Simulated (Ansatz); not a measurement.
**Al3Cu (P4/mmm)**

Computed with Ansatz, DFT PBEsol, scalar-relativistic, plane waves, PAW.

Settings: cutoff 420 eV, Γ-centred mesh 16×16×6 on the computed 4-atom cell, Gaussian smearing of 0.10 eV; no spin polarisation.

The structure is relaxed at this level of theory with its symmetry kept. Whether it is the stable form of this composition wasn't checked.

The structure is tetragonal, space group P4/mmm (No. 123). Conventional cell: a = 2.780 Å, b = 2.780 Å, c = 7.603 Å, α = 90.00°, β = 90.00°, γ = 90.00°. Around Al (site symmetry 4/mmm) lie 12 Al at 2.78 to 2.89 Å. Around Al (site symmetry 4mm) lie 4 Cu at 2.58 Å and 8 Al at 2.78 to 2.89 Å. Around Cu (site symmetry 4/mmm) lie 8 Al at 2.58 Å and 4 Cu at 2.78 Å.

```json
{
 "Volume per atom": "14.69 Å³",
 "Formation energy from the elements' standard states (uncorrected)": "-0.093 eV/atom",
 "Kohn–Sham band gap": "none (metal)",
 "Density of states at the Fermi level": "1.21 states/eV per cell",
 "Löwdin character within 0.5 eV of the Fermi level": "Al 3p 60 %, Al 3s 22 %, unprojected 8 %",
 "Bulk modulus": "99 GPa",
 "Its pressure derivative": "4.6",
 "Bader charges (e)": "Al (1 in the cell) 0.02, Al (2 in the cell) 0.61, Cu (1 in the cell) -1.25"
}
```